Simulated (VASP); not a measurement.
# SrCl2 (Fm-3m) in VASP: notebook

One crystal, SrCl2, is run at these levels: PBE; tasks: single point.

All numbers are computed with VASP 6.6.1; they aren't measurements. Logs are shortened: lines on timing, memory, paths and dates and some standing lists are left out, and cuts for length are marked.

### Step 1. The crystal as given

It takes space group Fm-3m (No. 225, cubic). Conventional cell: a = 6.977 Å, b = 6.977 Å, c = 6.977 Å, α = 90.00°, β = 90.00°, γ = 90.00°. Sr (site symmetry m-3m) is surrounded by 8 Cl at 3.02 Å. Cl (site symmetry -43m) has 4 Sr at 3.02 Å as nearest neighbours.

### Step 2. Single point, PBE

INCAR reads:

```
SYSTEM = SrCl2
ADDGRID = .False. ; ALGO = Normal
EDIFF = 1E-6 ; ENCUT = 450
GGA = PE ; ISIF = 2
ISMEAR = 0 ; LASPH = .True.
LCHARG = .False. ; LREAL = .False.
LWAVE = .False. ; NBANDS = 19
NELM = 100 ; PREC = Accurate
SIGMA = 0.05
```

KPOINTS reads:

```
k-points
0
Gamma
  2 2 2
  0 0 0
```

POSCAR reads:

```
SrCl2
1.0
    0.0000000000      3.4883500000      3.4883500000
    3.4883500000      0.0000000000      3.4883500000
    3.4883500000      3.4883500000      0.0000000000
Sr Cl
1 2
Direct
    0.0000000000      0.0000000000      0.0000000000
    0.7500000000      0.7500000000      0.7500000000
    0.2500000000      0.2500000000      0.2500000000
```

Potentials or basis: VASP PAW PBE potentials, release 64 (Sr_sv, Cl).

Launch:

```
$ cat potpaw_PBE.64/Sr_sv/POTCAR potpaw_PBE.64/Cl/POTCAR > POTCAR
$ mpirun -np 1 vasp_std > vasp.out
```

OUTCAR:

```text
SYSTEM = SrCl2
   EDIFF = 1E-6
   ENCUT = 450
   GGA = PE
   ISIF = 2
   ISMEAR = 0
   LASPH = .True.
   LREAL = .False.
   NELM = 100
   PREC = Accurate

 Found      3 irreducible k-points:

 Following reciprocal coordinates:
            Coordinates               Weight
  0.000000  0.000000  0.000000      1.000000
  0.500000  0.000000  0.000000      4.000000
  0.500000  0.500000  0.000000      3.000000
   k-points           NKPTS =      3   k-points in BZ     NKDIM =      3   number of bands    NBANDS=     19
   number of dos      NEDOS =    301   number of ions     NIONS =      3
   total plane-waves  NPLWV =  46656
   dimension x,y,z NGX =    36 NGY =   36 NGZ =   36
   dimension x,y,z NGXF=    72 NGYF=   72 NGZF=   72
   ions per type =               1   2
   NGX,Y,Z   is equivalent  to a cutoff of  12.13, 12.13, 12.13 a.u.
   NGXF,Y,Z  is equivalent  to a cutoff of  24.26, 24.26, 24.26 a.u.
 SYSTEM =  SrCl2
   PREC   = accura    normal or accurate (medium, high low for compatibility)
   ISTART =      0    job   : 0-new  1-cont  2-samecut
   ICHARG =      2    charge: 1-file 2-atom 10-const
   ISPIN  =      1    spin polarized calculation?
   LNONCOLLINEAR =      F non collinear calculations
   LSORBIT =      F    spin-orbit coupling
   LASPH  =      T    aspherical Exc in radial PAW
   ENCUT  =  450.0 eV  33.07 Ry    5.75 a.u.   8.53  8.53  8.53*2*pi/ulx,y,z
   NELM   =    100;   NELMIN=  2; NELMDL= -5     # of ELM steps
   EDIFF  = 0.1E-05   stopping-criterion for ELM
   LREAL  =      F    real-space projection
   EDIFFG = 0.1E-04   stopping-criterion for IOM
   NSW    =      0    number of steps for IOM
   IBRION =     -1    ionic relax: 0-MD 1-quasi-New 2-CG
   NFREE  =      0    steps in history (QN), initial steepest desc. (CG)
   ISIF   =      2    stress and relaxation
   ISYM   =      2    0-nonsym 1-usesym 2-fastsym
   POTIM  = 0.5000    time-step for ionic-motion
   TEBEG  =    0.0;   TEEND  =   0.0 temperature during run
   PSTRESS=    0.0 pullay stress
   NELECT =      24.0000    total number of electrons
   NUPDOWN=      -1.0000    fix difference up-down
   EMIN   =  10.00;   EMAX   =-10.00  energy-range for DOS
   EFERMI =   0.00;   METHOD = LEGACY
   ISMEAR =     0;   SIGMA  =   0.05  broadening in eV -4-tet -1-fermi 0-gaus
   EFERMI_NEDOS =   21; number of points for ismear=-14 and -15
   IALGO  =     38    algorithm
   IMIX   =      4    mixing-type and parameters
     AMIX     =   0.40;   BMIX     =  1.00
     AMIX_MAG =   1.60;   BMIX_MAG =  1.00
  volume/ion in A,a.u.               =      28.30       190.97
  Fermi-wavevector in a.u.,A,eV,Ry     =   1.074439  2.030396 15.706833  1.154420
  Thomas-Fermi vector in A             =   2.210267
   LORBIT       =      0    0 simple, 1 ext, 2 COOP (PROOUT), +10 PAW based schemes
   GGA     = PE    functional components
   LHFCALC =     F    Hartree Fock is set to
   AEXX    =    0.0000 exact exchange contribution
   IVDW    =     0    specifies the selected vdW correction
   LEPSILON=     F    determine dielectric tensor
   LRPA    =     F    only Hartree local field effects (RPA)
 non-spin polarized calculation
 Gauss-broadening in eV      SIGMA  =   0.05
  energy-cutoff  :      450.00
  volume of cell :       84.90
 maximum number of plane-waves:      1850
 NGX is ok and might be reduce to    36
   NGX = 17   NGY = 17   NGZ = 17

 number of electron      24.0000003 magnetization

 Free energy of the ion-electron system (eV)
  ---------------------------------------------------
  ext. energy  EPLUGINS =         0.00000000
  ---------------------------------------------------
  free energy    TOTEN  =       -12.74045483 eV

  energy without entropy =      -12.74045483  energy(sigma->0) =      -12.74045483

 E-fermi :   0.4631     XC(G=0):  -8.2789

 val. band max:        0.1701669961   @ k =   0.5000   0.5000   0.0000
 cond. band min:       5.4961164386   @ k =   0.0000   0.0000   0.0000
 fundamental gap:      5.3259494426
 Fermi energy:         0.4631143320

 k-point     1 :       0.0000    0.0000    0.0000
  band No.  band energies     occupation
      1     -32.7472      2.00000
      2     -14.7373      2.00000
      3     -14.7373      2.00000
      4     -14.7373      2.00000
      5     -13.1357      2.00000
      6     -12.2843      2.00000
[... 11 lines left out ...]
     18       9.1928      0.00000
     19       9.4640      0.00000

 k-point     2 :       0.5000    0.0000    0.0000
  band No.  band energies     occupation
      1     -32.7440      2.00000
      2     -15.0175      2.00000
      3     -14.7510      2.00000
      4     -14.7510      2.00000
      5     -12.7366      2.00000
      6     -12.3611      2.00000
[... 11 lines left out ...]
     18       8.7712      0.00000
     19       8.9381      0.00000

 k-point     3 :       0.5000    0.5000    0.0000
  band No.  band energies     occupation
      1     -32.7429      2.00000
      2     -15.0782      2.00000
      3     -14.7699      2.00000
      4     -14.7699      2.00000
      5     -12.5878      2.00000
      6     -12.3812      2.00000
[... 11 lines left out ...]
     18       8.8274      0.00000
     19      10.0795      0.00000

------------------------ aborting loop because EDIFF is reached ----------------------------------------

  FORCE on cell =-STRESS in cart. coord.  units (eV):
  Direction    XX          YY          ZZ          XY          YZ          ZX
  --------------------------------------------------------------------------------------
  -------------------------------------------------------------------------------------
  Total        0.6721080      0.6721080      0.6721080     -0.0000000     -0.0000000      0.0000000
  in kB       12.6840953     12.6840953     12.6840953     -0.0000000     -0.0000000      0.0000000
  external PRESSURE =      12.6840953 kB  Pullay stress =       0.0000000 kB

 VOLUME and BASIS-vectors are now :
 -----------------------------------------------------------------------------
  energy-cutoff  :      450.00
  volume of cell :       84.90
      direct lattice vectors                 reciprocal lattice vectors
     0.000000000  3.488350000  3.488350000    -0.143334241  0.143334241  0.143334241
     3.488350000  0.000000000  3.488350000     0.143334241 -0.143334241  0.143334241
     3.488350000  3.488350000  0.000000000     0.143334241  0.143334241 -0.143334241

 POSITION                                       TOTAL-FORCE (eV/Angst)
 -----------------------------------------------------------------------------------
      0.00000      0.00000      0.00000        -0.000000     -0.000000     -0.000000
      5.23252      5.23252      5.23252         0.000000      0.000000     -0.000000
      1.74418      1.74418      1.74418         0.000000     -0.000000      0.000000
 -----------------------------------------------------------------------------------
    total drift:                                0.000000      0.000000      0.000000

  FREE ENERGIE OF THE ION-ELECTRON SYSTEM (eV)
  ---------------------------------------------------
  free  energy   TOTEN  =       -12.7404548259 eV

  energy  without entropy=      -12.7404548259  energy(sigma->0) =      -12.74045483
```

Run time: 6.2 s. Hardware: 1 thread of Intel Xeon Platinum 8488C (Sapphire Rapids), shared host; peak memory 0.19 GiB.

These settings aren't checked as converged: the numbers below hold their error.

Results:

| Property | Result |
| --- | --- |
| Free energy | -12.7405 eV |
| Pressure | 1.3 GPa |
| Band gap on the k mesh | 5.33 eV, indirect (least direct gap 5.49 eV) |

Caveat: the k mesh is coarse (spacing up to 0.78 Å⁻¹), so the values aren't converged.

### Step 3. Single point, PBE

INCAR is that of step 2.

KPOINTS is that of step 2.

POSCAR reads:

```
SrCl2
1.0
    0.0000000000      3.4883500000      3.4883500000
    3.4883500000      0.0000000000      3.4883500000
    3.4883500000      3.4883500000      0.0000000000
Sr Cl
1 2
Direct
    0.0068970000     -0.0112840000      0.0399150000
    0.7604860000      0.7424010000      0.7508940000
    0.2477780000      0.2469560000      0.2707310000
```

Potentials or basis: VASP PAW PBE potentials, release 64 (Sr_sv, Cl).

Launch:

```
$ cat potpaw_PBE.64/Sr_sv/POTCAR potpaw_PBE.64/Cl/POTCAR > POTCAR
$ mpirun -np 1 vasp_std > vasp.out
```

OUTCAR:

```text
SYSTEM = SrCl2
   EDIFF = 1E-6
   ENCUT = 450
   GGA = PE
   ISIF = 2
   ISMEAR = 0
   LASPH = .True.
   LREAL = .False.
   NELM = 100
   PREC = Accurate

 Found      8 irreducible k-points:

 Following reciprocal coordinates:
            Coordinates               Weight
  0.000000  0.000000  0.000000      1.000000
  0.500000  0.000000  0.000000      1.000000
  0.000000  0.500000  0.000000      1.000000
[... 213 lines left out ...]

  FORCE on cell =-STRESS in cart. coord.  units (eV):
  Direction    XX          YY          ZZ          XY          YZ          ZX
  --------------------------------------------------------------------------------------
  -------------------------------------------------------------------------------------
  Total        0.8415209      0.7862719      0.8349567      0.1992202     -0.2529880     -0.0940800
  in kB       15.8812735     14.8386084     15.7573943      3.7597045     -4.7744175     -1.7754872
  external PRESSURE =      15.4924254 kB  Pullay stress =       0.0000000 kB

 VOLUME and BASIS-vectors are now :
 -----------------------------------------------------------------------------
  energy-cutoff  :      450.00
  volume of cell :       84.90
      direct lattice vectors                 reciprocal lattice vectors
     0.000000000  3.488350000  3.488350000    -0.143334241  0.143334241  0.143334241
     3.488350000  0.000000000  3.488350000     0.143334241 -0.143334241  0.143334241
     3.488350000  3.488350000  0.000000000     0.143334241  0.143334241 -0.143334241

 POSITION                                       TOTAL-FORCE (eV/Angst)
 -----------------------------------------------------------------------------------
      3.58822      0.16330      3.47305        -0.238439     -0.314837      0.094800
      5.20914      5.27222      5.24260         0.308439      0.223195     -0.160676
      1.80587      1.80874      1.72581        -0.069999      0.091641      0.065876
 -----------------------------------------------------------------------------------
    total drift:                               -0.000066      0.000149      0.000048

  FREE ENERGIE OF THE ION-ELECTRON SYSTEM (eV)
  ---------------------------------------------------
  free  energy   TOTEN  =       -12.7042039769 eV

  energy  without entropy=      -12.7042039769  energy(sigma->0) =      -12.70420398
```

OSZICAR:

```text
N       E                     dE             d eps       ncg     rms          rms(c)
DAV:   1     0.128810011753E+03    0.12881E+03   -0.10298E+04   304   0.996E+02
DAV:   2    -0.466891654197E+01   -0.13348E+03   -0.13004E+03   392   0.215E+02
DAV:   3    -0.127867612607E+02   -0.81178E+01   -0.80871E+01   424   0.510E+01
DAV:   4    -0.129930584670E+02   -0.20630E+00   -0.20572E+00   458   0.738E+00
DAV:   5    -0.129977427834E+02   -0.46843E-02   -0.46840E-02   428   0.935E-01    0.135E+01
DAV:   6    -0.126881973179E+02    0.30955E+00   -0.61064E-01   340   0.425E+00    0.869E+00
DAV:   7    -0.126960695548E+02   -0.78722E-02   -0.36192E-01   412   0.357E+00    0.216E+00
DAV:   8    -0.127016597350E+02   -0.55902E-02   -0.52818E-02   348   0.125E+00    0.410E-01
DAV:   9    -0.127027204066E+02   -0.10607E-02   -0.17606E-03   386   0.257E-01    0.149E-01
DAV:  10    -0.127040803509E+02   -0.13599E-02   -0.10117E-03   334   0.173E-01    0.387E-02
DAV:  11    -0.127041814076E+02   -0.10106E-03   -0.67970E-05   377   0.425E-02    0.408E-02
DAV:  12    -0.127042023713E+02   -0.20964E-04   -0.19247E-05   331   0.223E-02    0.379E-03
DAV:  13    -0.127042037537E+02   -0.13824E-05   -0.14211E-06   335   0.681E-03    0.230E-03
DAV:  14    -0.127042039769E+02   -0.22318E-06   -0.34865E-07   252   0.372E-03
   1 F= -.12704204E+02 E0= -.12704204E+02  d E =-.523987E-16
```

stdout:

```text
POSCAR found type information on POSCAR SrCl
 POSCAR found :  2 types and       3 ions
 scaLAPACK will be used
 LDA part: xc-table for (Slater+PW92), standard interpolation
 POSCAR, INCAR and KPOINTS ok, starting setup
 FFT: planning ... GRIDC
 FFT: planning ... GRID_SOFT
 FFT: planning ... GRID
 WAVECAR not read
 entering main loop
```

Wall time 10 s (1 thread of Intel Xeon Platinum 8488C (Sapphire Rapids), shared host); peak memory 0.2 GiB.

The run converged, but some of its settings lie outside the range that counts as converged, so its numbers aren't taken as properties of the crystal.

What came out:

```
Free energy            : -12.7042 eV
Pressure               : 1.5 GPa
Largest force          : 0.413 eV/Å
Band gap on the k mesh : 5.30 eV, indirect (least direct gap 5.49 eV)
```

Caveat: the k mesh is coarse (spacing up to 0.78 Å⁻¹), so the values aren't converged.
